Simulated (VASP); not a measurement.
# Si (a cell with a defect) in VASP: notebook

Runs on Si (a cell with a defect). Level: PBE. Tasks: single point.

All numbers are computed with VASP 6.6.1; they aren't measurements. Logs are shortened: lines on timing, memory, paths and dates and some standing lists are left out, and cuts for length are marked.

## (1) The crystal as given

The cell holds a defect, 17 atoms: a = 7.679 Å, b = 7.679 Å, c = 7.679 Å, α = 60.00°, β = 60.00°, γ = 60.00°.

The cell was built by a generator and needn't be a form met in nature.

## (2) Single point, PBE

Input file INCAR:

```
SYSTEM = Si
PREC = Accurate
ENCUT = 520
EDIFF = 1E-7
ISMEAR = 0
SIGMA = 0.02
LREAL = Auto
LASPH = .TRUE.
NELM = 80
ALGO = Fast
ISIF = 2
LWAVE = .FALSE.
LCHARG = .FALSE.
GGA = PE
NBANDS = 48
```

Input file KPOINTS:

```
regular mesh
0
G
  2 2 2
  0 0 0
```

Input file POSCAR:

```
Si
1.0
    0.0000000000      5.4300000000      5.4300000000
    5.4300000000      0.0000000000      5.4300000000
    5.4300000000      5.4300000000      0.0000000000
Si
17
Direct
   -0.0010158379     -0.0000012891     -0.0082965009
    0.1079927256      0.1327267956      0.1264958564
   -0.0017473297     -0.0007200737      0.5032554328
    0.1270270718      0.1268169429      0.6193029466
   -0.0010676796      0.5092555249     -0.0082059853
    0.1279896869      0.6275942910      0.1168020258
    0.0086696133      0.5004661142      0.4904874770
    0.1269716390      0.6269136280      0.6193865562
    0.4766328729      0.0087835175      0.0056993554
    0.6197943831      0.1229477901      0.1166680479
    0.4992300184     -0.0040014733      0.4996703499
    0.6187258748      0.1221457643      0.6371105893
    0.5002917127      0.5054615101     -0.0111917127
    0.6197662983      0.6405029466      0.1167961326
    0.4991778085      0.5051647330      0.4997234807
    0.6352315838      0.6240463168      0.6167354512
    0.7228068140      0.2601086556      0.2568289134
```

Potentials or basis: VASP PAW PBE potentials, release 64 (Si).

The run is started by

```
cat potpaw_PBE.64/Si/POTCAR > POTCAR
mpirun -np 1 vasp_std > vasp.out
```

OUTCAR:

```text
SYSTEM = Si
   PREC = Accurate
   ENCUT = 520
   EDIFF = 1E-7
   ISMEAR = 0
   LREAL = Auto
   LASPH = .TRUE.
   NELM = 80
   ISIF = 2
   GGA = PE

 ion  position               nearest neighbor table
   1  0.999  1.000  0.992-   6 2.34   4 2.34   2 2.36  10 2.38  17 2.85
   2  0.108  0.133  0.126-   9 2.31   5 2.36   1 2.36   3 2.36  17 2.42
   3  0.998  0.999  0.503-   4 2.34   8 2.34   2 2.36  12 2.38  17 2.84
   4  0.127  0.127  0.619-  11 2.33   3 2.34   1 2.34   7 2.34
   5  0.999  0.509  0.992-   6 2.34   8 2.34   2 2.36  14 2.38  17 2.85
   6  0.128  0.628  0.117-  13 2.33   5 2.34   1 2.34   7 2.34
   7  0.009  0.500  0.490-  16 2.34   4 2.34   8 2.34   6 2.34
   8  0.127  0.627  0.619-  15 2.33   3 2.34   5 2.34   7 2.34
   9  0.477  0.009  0.006-   2 2.31  14 2.31  10 2.31  12 2.31
  10  0.620  0.123  0.117-   9 2.31   1 2.38  17 2.39  13 2.40  11 2.40
  11  0.499  0.996  0.500-  16 2.33   4 2.33  10 2.40  12 2.40  17 2.65
  12  0.619  0.122  0.637-   9 2.31   3 2.38  17 2.39  15 2.40  11 2.40
  13  0.500  0.505  0.989-  16 2.33   6 2.33  14 2.40  10 2.40  17 2.67
  14  0.620  0.641  0.117-   9 2.31   5 2.38  17 2.39  13 2.40  15 2.40
  15  0.499  0.505  0.500-  16 2.33   8 2.33  14 2.40  12 2.40  17 2.65
  16  0.635  0.624  0.617-  15 2.33  11 2.33  13 2.33   7 2.34
  17  0.723  0.260  0.257-  12 2.39  10 2.39  14 2.39   2 2.42  11 2.65  15 2.65  13 2.67   3 2.84
                             1 2.85   5 2.85

  LATTYP: Found a face centered cubic cell.
 ALAT       =    10.8600000000

  Lattice vectors:

 A1 = (   0.0000000000,   5.4300000000,   5.4300000000)
 A2 = (   5.4300000000,   0.0000000000,   5.4300000000)
 A3 = (   5.4300000000,   5.4300000000,   0.0000000000)

Analysis of symmetry for initial positions (statically):
=====================================================================
 Subroutine PRICEL returns:
 Original cell was already a primitive cell.

 Routine SETGRP: Setting up the symmetry group for a
 face centered cubic supercell.

 Subroutine GETGRP returns: Found  1 space group operations
 (whereof  1 operations were pure point group operations)
 out of a pool of 48 trial point group operations.

The static configuration has the point symmetry C_1 .

Analysis of symmetry for dynamics (positions and initial velocities):
=====================================================================
 Subroutine PRICEL returns:
 Original cell was already a primitive cell.

 Routine SETGRP: Setting up the symmetry group for a
 face centered cubic supercell.

 Subroutine GETGRP returns: Found  1 space group operations
 (whereof  1 operations were pure point group operations)
 out of a pool of 48 trial point group operations.

[... 125 lines left out ...]
   NUPDOWN=      -1.0000    fix difference up-down
   EMIN   =  10.00;   EMAX   =-10.00  energy-range for DOS
   EFERMI =   0.00;   METHOD = LEGACY
   ISMEAR =     0;   SIGMA  =   0.02  broadening in eV -4-tet -1-fermi 0-gaus
   EFERMI_NEDOS =   21; number of points for ismear=-14 and -15
   IALGO  =     68    algorithm
   IMIX   =      4    mixing-type and parameters
     AMIX     =   0.40;   BMIX     =  1.00
     AMIX_MAG =   1.60;   BMIX_MAG =  1.00
  volume/ion in A,a.u.               =      18.84       127.11
  Fermi-wavevector in a.u.,A,eV,Ry     =   0.976715  1.845724 12.979587  0.953973
  Thomas-Fermi vector in A             =   2.107356
   LORBIT       =      0    0 simple, 1 ext, 2 COOP (PROOUT), +10 PAW based schemes
   GGA     = PE    functional components
   LHFCALC =     F    Hartree Fock is set to
   AEXX    =    0.0000 exact exchange contribution
   IVDW    =     0    specifies the selected vdW correction
   LEPSILON=     F    determine dielectric tensor
   LRPA    =     F    only Hartree local field effects (RPA)
 non-spin polarized calculation
 RMM-DIIS sequential band-by-band and
 Gauss-broadening in eV      SIGMA  =   0.02
  energy-cutoff  :      520.00
  volume of cell :      320.21
 maximum number of plane-waves:      8646
 NGX is ok and might be reduce to    60
   NGX = 29   NGY = 29   NGZ = 29

 number of electron      68.0000001 magnetization

 Free energy of the ion-electron system (eV)
  ---------------------------------------------------
  ext. energy  EPLUGINS =         0.00000000
  ---------------------------------------------------
  free energy    TOTEN  =       -87.95865034 eV

  energy without entropy =      -87.95480476  energy(sigma->0) =      -87.95672755

 E-fermi :   6.9127     XC(G=0):  -9.6763

 val. band max:        6.7258704430   @ k =   0.0000   0.0000   0.0000
 cond. band min:       6.9173266208   @ k =   0.5000   0.0000   0.5000
 fundamental gap:      0.1914561779
 Fermi energy:         6.9127018376

 k-point     1 :       0.0000    0.0000    0.0000
  band No.  band energies     occupation
      1      -6.3131      2.00000
      2      -3.7920      2.00000
      3      -3.6349      2.00000
      4      -3.6325      2.00000
      5      -3.5827      2.00000
      6      -2.7943      2.00000
[... 381 lines left out ...]
     45      10.1166      0.00000
     46      10.2111      0.00000
 [bands above 46 left out]

------------------------ aborting loop because EDIFF is reached ----------------------------------------

  FORCE on cell =-STRESS in cart. coord.  units (eV):
  Direction    XX          YY          ZZ          XY          YZ          ZX
  --------------------------------------------------------------------------------------
  -------------------------------------------------------------------------------------
  Total       10.5333796     10.4561231     10.5483061      0.0783902     -0.0780346      0.1320301
  in kB       52.7046380     52.3180784     52.7793240      0.3922316     -0.3904524      0.6606236
  external PRESSURE =      52.6006801 kB  Pullay stress =       0.0000000 kB

 VOLUME and BASIS-vectors are now :
 -----------------------------------------------------------------------------
  energy-cutoff  :      520.00
  volume of cell :      320.21
      direct lattice vectors                 reciprocal lattice vectors
     0.000000000  5.430000000  5.430000000    -0.092081031  0.092081031  0.092081031
     5.430000000  0.000000000  5.430000000     0.092081031 -0.092081031  0.092081031
     5.430000000  5.430000000  0.000000000     0.092081031  0.092081031 -0.092081031

 POSITION                                       TOTAL-FORCE (eV/Angst)
 -----------------------------------------------------------------------------------
     10.81494     10.80943     10.85448         0.023461      0.006163     -0.004383
      1.40758      1.27327      1.30711        -0.061770      0.059229      0.061844
      8.15877      8.15319     10.84660        -0.004833     -0.019844      0.004997
      4.05143      4.05257      1.37837         0.013634     -0.008955     -0.025027
      8.15070     10.80964      8.18946         0.003837      0.006115     -0.022555
      4.04207      1.32922      4.10282         0.019974     -0.016011     -0.019425
[... 9 lines left out ...]
      6.73745      6.79818      6.83788         0.024482     -0.020157     -0.024369
      2.80697      5.31942      5.33723        -0.071198      0.068809      0.072910
 -----------------------------------------------------------------------------------
    total drift:                                0.004386      0.008730     -0.003685

  FREE ENERGIE OF THE ION-ELECTRON SYSTEM (eV)
  ---------------------------------------------------
  free  energy   TOTEN  =       -87.9586503372 eV

  energy  without entropy=      -87.9548047628  energy(sigma->0) =      -87.95672755
```

stdout:

```text
POSCAR found type information on POSCAR Si
 POSCAR found :  1 types and      17 ions
 scaLAPACK will be used
 LDA part: xc-table for (Slater+PW92), standard interpolation
 POSCAR, INCAR and KPOINTS ok, starting setup
 FFT: planning ... GRIDC
 FFT: planning ... GRID_SOFT
 FFT: planning ... GRID
 WAVECAR not read
 entering main loop
```

Run time: 3 min. Hardware: 1 thread of AMD EPYC 9R45 (Zen 5), shared host; peak memory 0.44 GiB.

Results:

- Free energy: -87.9587 eV
- Pressure: 5.3 GPa
- Largest force: 0.123 eV/Å
- Band gap on the k mesh: none (metal or under the smearing width)

Forces in eV/Å, atoms in the order of the input:
```
Si   0.023  0.006 -0.004
Si  -0.062  0.059  0.062
Si  -0.005 -0.020  0.005
Si   0.014 -0.009 -0.025
Si   0.004  0.006 -0.023
Si   0.020 -0.016 -0.019
Si   0.022 -0.007 -0.022
Si   0.024 -0.010 -0.013
Si  -0.043  0.036  0.044
Si   0.052  0.011  0.018
Si   0.012 -0.017 -0.015
Si  -0.029 -0.068  0.028
Si   0.018 -0.013 -0.019
Si  -0.018  0.010 -0.052
Si   0.015 -0.017 -0.012
Si   0.024 -0.020 -0.024
Si  -0.071  0.069  0.073
```

Levels at points of the mesh, in eV from the Fermi level:
```csv
k point,band 32,band 33,band 34,band 35,band 36,band 37
"(0.00, 0.00, 0.00)",-0.82,-0.81,-0.36,-0.19,-0.19,0.07
"(0.50, 0.00, 0.00)",-1.42,-1.42,-0.36,0.46,0.47,0.96
"(0.00, 0.50, 0.00)",-1.46,-1.38,-0.32,0.42,0.64,0.85
"(0.00, 0.00, 0.50)",-1.46,-1.38,-0.32,0.43,0.64,0.85
"(0.50, 0.50, 0.50)",-1.46,-1.38,-0.32,0.42,0.64,0.85
"(0.50, 0.50, 0.00)",-1.88,-0.98,0.01,0.66,1.02,1.08
"(0.00, 0.50, 0.50)",-1.88,-0.98,0.01,0.66,1.02,1.08
"(0.50, 0.00, 0.50)",-1.88,-0.98,0.00,0.66,1.03,1.08
```

Caveat: the k mesh is coarse (spacing up to 0.50 Å⁻¹), so the values aren't converged.

## (3) Single point, PBE

Input file INCAR:

```
SYSTEM = Si
PREC     = Accurate       ! precision mode
ENCUT    = 520            ! plane-wave cutoff, eV
EDIFF    = 1E-7           ! SCF threshold, eV
ISMEAR   = 0              ! smearing method
SIGMA    = 0.02           ! smearing width, eV
LREAL    = Auto         
LASPH    = .True.         ! aspherical terms in the spheres
NELM     = 80             ! most SCF steps
ALGO     = Fast           ! electronic algorithm
ISIF     = 2              ! what is computed and relaxed
LWAVE    = .False.        ! write WAVECAR
LCHARG   = .False.        ! write CHGCAR
GGA      = PE             ! functional
NBANDS   = 48             ! bands
```

Input file KPOINTS:

```
regular mesh
0
Gamma
  2 2 2
  0 0 0
```

Input file POSCAR:

```
Si
1.0
    0.0000000000      5.4300000000      5.4300000000
    5.4300000000      0.0000000000      5.4300000000
    5.4300000000      5.4300000000      0.0000000000
Si
17
Direct
    0.0010337017     -0.0070423573     -0.0110882136
    0.0572648250      0.1487108656      0.1449265193
    0.0010496317     -0.0069820442      0.5129183241
    0.1379930018      0.1228609576      0.6175235727
    0.0010016575      0.5166854512     -0.0108679558
    0.1379212707      0.6215494475      0.1187227440
    0.0214156538      0.4942697974      0.4901224678
    0.1379071823      0.6215918969      0.6177384899
    0.4371553407      0.0222603131      0.0181818600
    0.6269329650      0.1066033149      0.1023324125
    0.5107614180     -0.0063623389      0.4957409761
    0.6269190608      0.1066754144      0.6599194291
    0.5106828729      0.4999587477     -0.0104891344
    0.6269889503      0.6640379374      0.1024434622
    0.5106986188      0.4999341621      0.4956905157
    0.6496394107      0.6181812155      0.6140071823
    0.6488164825      0.2850234807      0.2809435543
```

Potentials or basis: VASP PAW PBE potentials, release 64 (Si).

The run is started by

```
cat potpaw_PBE.64/Si/POTCAR > POTCAR
mpirun -np 1 vasp_std > vasp.out
```

OUTCAR:

```text
SYSTEM = Si
   PREC = Accurate
   ENCUT = 520
   EDIFF = 1E-7
   ISMEAR = 0
   LREAL = Auto
   LASPH = .True.
   NELM = 80
   ISIF = 2
   GGA = PE

 ion  position               nearest neighbor table
   1  0.001  0.993  0.989-   4 2.33   6 2.33   2 2.35  10 2.35
   2  0.057  0.149  0.145-   5 2.35   3 2.35   1 2.35   9 2.38  17 2.56
   3  0.001  0.993  0.513-   4 2.33   8 2.33   2 2.35  12 2.35
   4  0.138  0.123  0.618-   7 2.33   3 2.33   1 2.33  11 2.34
   5  0.001  0.517  0.989-   6 2.33   8 2.33   2 2.35  14 2.35
   6  0.138  0.622  0.119-   7 2.33   5 2.33   1 2.33  13 2.34
   7  0.021  0.494  0.490-   6 2.33   4 2.33   8 2.33  16 2.33
   8  0.138  0.622  0.618-   7 2.33   5 2.33   3 2.33  15 2.34
   9  0.437  0.022  0.018-  14 2.29  12 2.29  10 2.29   2 2.38
[... 616 lines left out ...]
  external PRESSURE =      43.9097527 kB  Pullay stress =       0.0000000 kB

 VOLUME and BASIS-vectors are now :
 -----------------------------------------------------------------------------
  energy-cutoff  :      520.00
  volume of cell :      320.21
      direct lattice vectors                 reciprocal lattice vectors
     0.000000000  5.430000000  5.430000000    -0.092081031  0.092081031  0.092081031
     5.430000000  0.000000000  5.430000000     0.092081031 -0.092081031  0.092081031
     5.430000000  5.430000000  0.000000000     0.092081031  0.092081031 -0.092081031

 POSITION                                       TOTAL-FORCE (eV/Angst)
 -----------------------------------------------------------------------------------
     10.76155      5.37540      5.39737        -0.005643      0.016703      0.017032
      1.59445      1.09790      1.11845        -0.009026      0.009540      0.009053
      8.17723      2.79085      5.39779        -0.015947      0.002614      0.015518
      4.02029      4.10245      1.41644        -0.014763      0.015466     -0.000845
      8.17659      5.37643      2.81104        -0.018742      0.017423      0.009591
      4.01968      1.39358      4.12393        -0.011833      0.001708      0.016351
[... 9 lines left out ...]
      6.69078      6.86160      6.88427         0.004862     -0.002675     -0.006297
      3.07320      5.04860      5.07075         0.056038     -0.053636     -0.054647
 -----------------------------------------------------------------------------------
    total drift:                                0.003177      0.007043     -0.004638

  FREE ENERGIE OF THE ION-ELECTRON SYSTEM (eV)
  ---------------------------------------------------
  free  energy   TOTEN  =       -87.7079784417 eV

  energy  without entropy=      -87.7041221743  energy(sigma->0) =      -87.70605031
```

Wall time 4.5 min (1 thread of Intel Xeon Platinum 8488C (Sapphire Rapids), shared host); peak memory 0.47 GiB.

What came out:

```
Free energy            : -87.7080 eV
Pressure               : 4.4 GPa
Largest force          : 0.095 eV/Å
Band gap on the k mesh : none (metal or under the smearing width)
```

Forces on the atoms (eV/Å):
```
Si  -0.006  0.017  0.017
Si  -0.009  0.010  0.009
Si  -0.016  0.003  0.016
Si  -0.015  0.015 -0.001
Si  -0.019  0.017  0.010
Si  -0.012  0.002  0.016
Si  -0.029  0.030  0.029
Si  -0.003  0.012  0.017
Si  -0.028  0.029  0.030
Si   0.002 -0.025 -0.024
Si  -0.001  0.001 -0.031
Si   0.023 -0.001 -0.023
Si  -0.005 -0.032  0.002
Si   0.025 -0.026 -0.006
Si   0.031  0.004  0.001
Si   0.005 -0.003 -0.006
Si   0.056 -0.054 -0.055
```

Stress tensor (GPa, compression positive):
```
 4.38  0.44  0.45
 0.44  4.39 -0.45
 0.45 -0.45  4.40
```

Levels at points of the mesh, in eV from the Fermi level:
| k point | band 31 | band 32 | band 33 | band 34 | band 35 | band 36 | band 37 | band 38 |
| --- | --- | --- | --- | --- | --- | --- | --- | --- |
| (0.00, 0.00, 0.00) | -1.14 | -0.75 | -0.75 | -0.54 | -0.09 | -0.09 | 0.21 | 0.21 |
| (0.50, 0.00, 0.00) | -1.41 | -1.35 | -1.35 | -0.32 | 0.35 | 0.35 | 1.13 | 1.13 |
| (0.00, 0.50, 0.00) | -1.41 | -1.40 | -0.93 | -0.17 | 0.13 | 0.68 | 0.88 | 0.99 |
| (0.00, 0.00, 0.50) | -1.42 | -1.40 | -0.93 | -0.17 | 0.13 | 0.68 | 0.88 | 0.99 |
| (0.50, 0.50, 0.50) | -1.42 | -1.40 | -0.93 | -0.17 | 0.13 | 0.68 | 0.88 | 0.99 |
| (0.50, 0.50, 0.00) | -1.93 | -1.76 | -0.85 | 0.01 | 0.35 | 1.23 | 1.40 | 1.51 |
| (0.00, 0.50, 0.50) | -1.93 | -1.76 | -0.85 | 0.01 | 0.35 | 1.23 | 1.40 | 1.51 |
| (0.50, 0.00, 0.50) | -1.93 | -1.76 | -0.85 | 0.01 | 0.35 | 1.23 | 1.40 | 1.51 |

Caveat: the k mesh is coarse (spacing up to 0.50 Å⁻¹), so the values aren't converged.
